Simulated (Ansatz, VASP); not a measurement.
# Two plane-wave programs on TaN

Contents of INCAR:

```
ALGO = Normal
EDIFF = 1E-6
ENCUT = 520
GGA = PE
ISIF = 2
ISMEAR = 1
LASPH = T
LCHARG = F
LREAL = F
LWAVE = F
NBANDS = 15
NELM = 60
PREC = Accurate
SIGMA = 0.15
```

File KPOINTS:

```
k-points
0
Gamma
  11 11 11
```

POSCAR

```
TaN
1.0
    0.0000000000      2.2356225527      2.2356225527
    2.2356225527      0.0000000000      2.2356225527
    2.2356225527      2.2356225527      0.0000000000
Ta N
1 1
Direct
    0.5000000000      0.5000000000      0.5000000000
    0.0000000000      0.0000000000      0.0000000000
```

Input for Ansatz:

```yaml
crystal:
  lattice:
    - [0.0, 2.2356225526851135, 2.2356225526851135]
    - [2.2356225526851135, 0.0, 2.2356225526851135]
    - [2.2356225526851135, 2.2356225526851135, 0.0]
  atoms:
    - { symbol: Ta, position: [0.5, 0.5, 0.5] }
    - { symbol: "N", position: [0.0, 0.0, 0.0] }
basis:
  ecutwfc: 421.77648681281397
kpoints:
  mp_grid:
    grid: [11, 11, 11]
hamiltonian:
  xc: pbe
scf:
  convergence:
    dr2_threshold: 1.0e-10
  occupations:
    method: cold
    width: 0.15
output:
  stress: true
```

Alike in both runs: task single point; functional PBE; k mesh 11 × 11 × 11; no spin polarisation.

|  | VASP | Ansatz |
| --- | --- | --- |
| version | VASP 6.6.1 | Ansatz 0.2.0 |
| potentials or method | VASP PAW PBE potentials, release 64 (Ta_pv, N) | plane waves, PAW |
| plane-wave cutoff (eV) | 520 | 422 |
| occupations | methfessel-paxton of order 1, width 0.15 eV | cold, width 0.15 eV |
| valence electrons in the cell | 16 | 18 |

```tsv
	VASP	Ansatz	Ansatz less VASP
pressure (GPa)	-10.5	-11.1	-0.63
```

The two sets of potentials don't hold the same shells in valence.

Spin-orbit coupling is left out, which matters for the levels of Ta.
